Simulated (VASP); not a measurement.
# InP: relaxation of the cell, by functional

InP, F-43m (no. 216), 2 atoms in the cell.

| Functional | Volume (A^3) | Pressure left (GPa) | Ionic steps | SCF steps in all | Time (s) |
|---|---|---|---|---|---|
| APBE | 53.607 | 0.01 | 3 | 36 | 32 |
| HCTH93 | 54.032 | 0.02 | 3 | 34 | 40 |

## Input of the first row

INCAR:
```
SYSTEM = InP
ALGO = Normal ; EDIFF = 1E-7
EDIFFG = -0.01 ; ENCUT = 600
GGA = LIBXC ; GGA_COMPAT = .False.
IBRION = 2 ; ISIF = 3
ISMEAR = 0 ; LASPH = .True.
LCHARG = .False. ; LIBXC1 = GGA_X_APBE
LIBXC2 = GGA_C_APBE ; LREAL = .False.
LWAVE = .False. ; NELM = 100
NSW = 40 ; PREC = Accurate
SIGMA = 0.02
```

KPOINTS:
```
k-points
0
Gamma
  7 7 7
```

POSCAR:
```
InP
1.0
    0.0000000000      2.9305000000      2.9305000000
    2.9305000000      0.0000000000      2.9305000000
    2.9305000000      2.9305000000      0.0000000000
In P
1 1
Direct
    0.0000000000      0.0000000000      0.0000000000
    0.7500000000      0.7500000000      0.7500000000
```

Commands:
```
cat potpaw_PBE.64/In_d/POTCAR potpaw_PBE.64/P/POTCAR > POTCAR
mpirun -np 1 vasp_std > vasp.out
```

Changes of the last row against the first:
```
- LIBXC1 = GGA_X_APBE
- LIBXC2 = GGA_C_APBE
+ LIBXC1 = GGA_XC_HCTH_93
```

VASP 6.6.1 took 32 s on 1 core (Intel Xeon Platinum 8488C (Sapphire Rapids)), a shared host.
